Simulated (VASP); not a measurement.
# PbSe (Clausthalite) (Fm-3m) in VASP: settings compared, part 2 of 2

VASP 6.6.1. The steps go on from the part before.

## Step 5: Single point, HSE06, non-collinear spin, zero start, spin-orbit coupling

Contents of POSCAR:

```
PbSe
1.0
    0.0000000000      3.0621500000      3.0621500000
    3.0621500000      0.0000000000      3.0621500000
    3.0621500000      3.0621500000      0.0000000000
Pb Se
1 1
Direct
    0.0000000000      0.0000000000      0.0000000000
    0.5000000000      0.5000000000      0.5000000000
```

Contents of INCAR.step1:

```
SYSTEM = PbSe
  ALGO = Normal
  EDIFF = 1E-5
  ENCUT = 520
  GGA = PE
  GGA_COMPAT = .FALSE.
  ISIF = 2
  ISMEAR = 0
  LASPH = .TRUE.
  LCHARG = .FALSE.
  LORBIT = 11
  LREAL = .FALSE.
  LSORBIT = .TRUE.
  LWAVE = .TRUE.
  MAGMOM = 0 0 0 0 0 0
  NBANDS = 32
  NELM = 100
  PREC = Accurate
  SIGMA = 0.02
```

Contents of INCAR.step2:

```
SYSTEM = PbSe
  ALGO = Normal
  EDIFF = 1E-6
  ENCUT = 520
  GGA = PE
  GGA_COMPAT = .FALSE.
  HFSCREEN = 0.2
  ISIF = 2
  ISMEAR = 0
  ISTART = 1
  LASPH = .TRUE.
  LCHARG = .FALSE.
  LHFCALC = .TRUE.
  LORBIT = 11
  LREAL = .FALSE.
  LSORBIT = .TRUE.
  LWAVE = .FALSE.
  MAGMOM = 0 0 0 0 0 0
  NBANDS = 32
  NELM = 100
  PREC = Accurate
  PRECFOCK = Fast
  SIGMA = 0.02
```

Contents of KPOINTS:

```
k-points
0
G
  4 4 4
  0 0 0
```

Potentials or basis: VASP PAW PBE potentials, release 64 (Pb_d, Se).

Run with:

```
> cat potpaw_PBE.64/Pb_d/POTCAR potpaw_PBE.64/Se/POTCAR > POTCAR
> cp INCAR.step1 INCAR
> mpirun -np 1 vasp_ncl > vasp.out
> cp INCAR.step2 INCAR
> mpirun -np 1 vasp_ncl > vasp.out
```

OUTCAR:

```text
SYSTEM = PbSe
   EDIFF = 1E-6
   ENCUT = 520
   GGA = PE
   HFSCREEN = 0.2
   ISIF = 2
   ISMEAR = 0
   ISTART = 1
   LASPH = .TRUE.
   LHFCALC = .TRUE.
   LORBIT = 11
   LREAL = .FALSE.
   LSORBIT = .TRUE.
   NELM = 100
   PREC = Accurate
   PRECFOCK = Fast

 ion  position               nearest neighbor table
   1  0.000  0.000  0.000-   2 3.06   2 3.06   2 3.06   2 3.06   2 3.06   2 3.06
   2  0.500  0.500  0.500-   1 3.06   1 3.06   1 3.06   1 3.06   1 3.06   1 3.06

  LATTYP: Found a face centered cubic cell.
 ALAT       =     6.1243000000

  Lattice vectors:

 A1 = (   0.0000000000,   3.0621500000,   3.0621500000)
 A2 = (   3.0621500000,   0.0000000000,   3.0621500000)
 A3 = (   3.0621500000,   3.0621500000,   0.0000000000)

Analysis of symmetry for initial positions (statically):
=====================================================================
 Subroutine PRICEL returns:
 Original cell was already a primitive cell.

 Routine SETGRP: Setting up the symmetry group for a
 face centered cubic supercell.

 Subroutine GETGRP returns: Found 48 space group operations
 (whereof 48 operations were pure point group operations)
 out of a pool of 48 trial point group operations.

The static configuration has the point symmetry O_h .

Analysis of symmetry for dynamics (positions and initial velocities):
=====================================================================
 Subroutine PRICEL returns:
 Original cell was already a primitive cell.

 Routine SETGRP: Setting up the symmetry group for a
 face centered cubic supercell.

 Subroutine GETGRP returns: Found 48 space group operations
 (whereof 48 operations were pure point group operations)
 out of a pool of 48 trial point group operations.

[... 462 lines left out ...]
 -----------------------------------------------------------------------------------
      0.00000      0.00000      0.00000         0.000000      0.000000     -0.000000
      3.06215      3.06215      3.06215         0.000000      0.000000      0.000000
 -----------------------------------------------------------------------------------
    total drift:                                0.000001     -0.000004     -0.000006

  FREE ENERGIE OF THE ION-ELECTRON SYSTEM (eV)
  ---------------------------------------------------
  free  energy   TOTEN  =       -10.1250153039 eV

  energy  without entropy=      -10.1250153039  energy(sigma->0) =      -10.12501530

 Spin-Orbit-Coupling matrix elements

 Ion:    1  E_soc:     -0.7273403
 l=   1
     0.0000000    -0.0562419    -0.0562419
    -0.0562419     0.0000000    -0.0562419
    -0.0562419    -0.0562419     0.0000000
 l=   2
     0.0000000    -0.0130291     0.0000000    -0.0130292    -0.0519523
    -0.0130291     0.0000000    -0.0389643    -0.0130292    -0.0129881
     0.0000000    -0.0389643     0.0000000    -0.0389643     0.0000000
    -0.0130292    -0.0130292    -0.0389643     0.0000000    -0.0129880
    -0.0519523    -0.0129881     0.0000000    -0.0129880     0.0000000
 l=   3
     0.0000000     0.0000000     0.0000000     0.0000000     0.0000000     0.0000000     0.0000000
     0.0000000     0.0000000     0.0000000     0.0000000     0.0000000     0.0000000     0.0000000
     0.0000000     0.0000000     0.0000000     0.0000000     0.0000000     0.0000000     0.0000000
     0.0000000     0.0000000     0.0000000     0.0000000     0.0000000     0.0000000     0.0000000
     0.0000000     0.0000000     0.0000000     0.0000000     0.0000000     0.0000000     0.0000000
     0.0000000     0.0000000     0.0000000     0.0000000     0.0000000     0.0000000     0.0000000
     0.0000000     0.0000000     0.0000000     0.0000000     0.0000000     0.0000000     0.0000000

 Ion:    2  E_soc:     -0.0423776
 l=   1
     0.0000000    -0.0070711    -0.0070711
    -0.0070711     0.0000000    -0.0070711
    -0.0070711    -0.0070711     0.0000000
 l=   2
     0.0000000    -0.0000011     0.0000000    -0.0000011     0.0000092
    -0.0000011     0.0000000     0.0000069    -0.0000011     0.0000023
     0.0000000     0.0000069     0.0000000     0.0000069     0.0000000
    -0.0000011    -0.0000011     0.0000069     0.0000000     0.0000023
     0.0000092     0.0000023     0.0000000     0.0000023     0.0000000
 l=   3
     0.0000000     0.0000000     0.0000000     0.0000000     0.0000000     0.0000000     0.0000000
     0.0000000     0.0000000     0.0000000     0.0000000     0.0000000     0.0000000     0.0000000
     0.0000000     0.0000000     0.0000000     0.0000000     0.0000000     0.0000000     0.0000000
     0.0000000     0.0000000     0.0000000     0.0000000     0.0000000     0.0000000     0.0000000
     0.0000000     0.0000000     0.0000000     0.0000000     0.0000000     0.0000000     0.0000000
     0.0000000     0.0000000     0.0000000     0.0000000     0.0000000     0.0000000     0.0000000
     0.0000000     0.0000000     0.0000000     0.0000000     0.0000000     0.0000000     0.0000000

 total charge

# of ion       s       p       d       tot
------------------------------------------
    1        1.508   0.509   9.848  11.865
    2        1.477   2.379   0.016   3.872
--------------------------------------------------
tot          2.985   2.888   9.864  15.737

 magnetization (x)

# of ion       s       p       d       tot
------------------------------------------
    1        0.000  -0.000   0.000   0.000
    2       -0.000   0.000  -0.000  -0.000
--------------------------------------------------
tot          0.000  -0.000   0.000   0.000

 magnetization (y)

# of ion       s       p       d       tot
------------------------------------------
    1        0.000  -0.000   0.000  -0.000
    2       -0.000   0.000   0.000  -0.000
--------------------------------------------------
tot         -0.000  -0.000   0.000  -0.000

 magnetization (z)

# of ion       s       p       d       tot
------------------------------------------
    1       -0.000  -0.000   0.000  -0.000
    2        0.000   0.000  -0.000   0.000
--------------------------------------------------
tot          0.000  -0.000   0.000   0.000
```

OUTCAR.step1:

```text
SYSTEM = PbSe
   EDIFF = 1E-5
   ENCUT = 520
   GGA = PE
   ISIF = 2
   ISMEAR = 0
   LASPH = .TRUE.
   LORBIT = 11
   LREAL = .FALSE.
   LSORBIT = .TRUE.
   NELM = 100
   PREC = Accurate

[... 570 lines left out ...]

# of ion       s       p       d       tot
------------------------------------------
    1        0.000   0.000   0.000   0.000
    2       -0.000   0.000   0.000  -0.000
--------------------------------------------------
tot          0.000   0.000   0.000   0.000

 magnetization (z)

# of ion       s       p       d       tot
------------------------------------------
    1        0.000  -0.000  -0.000   0.000
    2        0.000   0.000   0.000   0.000
--------------------------------------------------
tot          0.000  -0.000  -0.000   0.000
```

It took 11 min on 1 thread of Intel Xeon 6975P-C (Granite Rapids), shared host; peak memory 0.42 GiB.

What came out:

* Free energy: -10.1250 eV
* Pressure: 1.0 GPa
* Net moment: 0.00 μB per cell
* Valence electrons inside the program's atomic spheres: Pb 11.87; Se 3.87

Moments on the atoms (μB; x, y, z):
```
Pb  0.00 0.00 0.00
Se  0.00 0.00 0.00
```

Caveat: the k mesh is coarse (spacing up to 0.44 Å⁻¹), so the values aren't converged, least of all with exact exchange; the PAW data sets were made with another functional, which shifts forces and pressure a little.

## Step 6: Summary

```tsv
task	level	potentials or basis	spin	cell	k mesh	grid for exact exchange (PRECFOCK)	exchange at q = 0	screening parameter	mesh quality	pressure (GPa)	moment (μB)
single point	PBE0	VASP PAW PBE potentials, release 64 (Pb_d, Se)	non-collinear, zero start, SOC	as given	4 × 4 × 4	Fast	truncated	-	coarse	0.9	0.00
relaxation of cell and atoms	LDA	VASP PAW LDA potentials, release 64 (Pb_d, Se)	off	relaxed	8 × 8 × 8	-	-	-	not flagged	0.0	-
single point	PBE	VASP PAW PBE potentials, release 64 (Pb_d, Se)	non-collinear, zero start, SOC	volume scaled by 0.97	8 × 8 × 8	-	-	-	not flagged	3.8	0.00
single point	HSE06	VASP PAW PBE potentials, release 64 (Pb_d, Se)	non-collinear, zero start, SOC	as given	4 × 4 × 4	Fast	-	0.2 1/A	coarse	1.0	0.00
```

Alike in all rows: cutoff (eV) 520; smearing gaussian 0.02 eV.

Caveats: some runs use coarse meshes; the PAW data sets were made with another functional, which shifts forces and pressure a little (some runs).

Absolute energies hang on the potentials; compare differences alone.
